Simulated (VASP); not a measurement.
# Sn: relaxation of cell and atoms with PBE

Sn:

```
Sn
1.0
     0.00000    3.34779    3.34779
     3.34779    0.00000    3.34779
     3.34779    3.34779    0.00000
Sn
2
Cartesian
  3.3478 3.3478 0.0000
  1.6739 1.6739 1.6739
```

This isn't the form of Sn at room conditions, which is tetragonal (white tin).

```yaml
Program: VASP 6.6.1
Task: relaxation of cell and atoms
Functional: PBE
Potentials_or_basis: VASP PAW PBE potentials, release 64 (Sn_d)
Cutoff: 520 eV
k_mesh: 8 × 8 × 8
Occupations: gaussian, width 1 eV
Spin: no spin polarisation
Further_INCAR_settings: ALGO = Normal; EDIFF = 1e-07; IBRION = 2; EDIFFG = -0.002; NSW = 80; ISIF = 3
```

```json
{
  "Relaxed volume": "37.50 Å³/atom",
  "Relaxed cell": "a = 4.734 Å, b = 4.734 Å, c = 4.734 Å, α = 60.00°, β = 60.00°, γ = 60.00°",
  "Space group after relaxing (to 0.05 Å)": "Fd-3m (No. 227)",
  "Energy gained by relaxing": "0.0 meV/atom",
  "Ionic steps": "2",
  "Pressure after relaxing": "0.0 GPa",
  "Band gap on the k mesh": "none (metal or under the smearing width)"
}
```

Final structure:
```yaml
crystal:
  lattice:
    - [0.00000, 3.34731, 3.34731]
    - [3.34731, 0.00000, 3.34731]
    - [3.34731, 3.34731, 0.00000]
  atoms:
    - { symbol: Sn, position: [0.00000, 0.00000, 0.00000] }
    - { symbol: Sn, position: [0.25000, 0.25000, 0.25000] }
```

Levels at points of the mesh, in eV from the Fermi level:
```tsv
k point	band 11	band 12	band 13	band 14	band 15	band 16	band 17	band 18
(0.00, 0.00, 0.00)	-10.05	-1.31	0.05	0.05	0.05	2.11	2.11	2.11
(0.50, 0.00, 0.00)	-8.61	-6.02	-1.02	-1.02	-0.21	3.15	3.15	5.64
(0.50, 0.50, 0.00)	-7.26	-7.26	-2.21	-2.21	0.88	0.88	7.10	7.10
```

Wall time 19 s on 1 thread of Intel(R) Xeon(R) 6975P-C (Granite Rapids), on a shared host, peak memory 0.21 GiB.
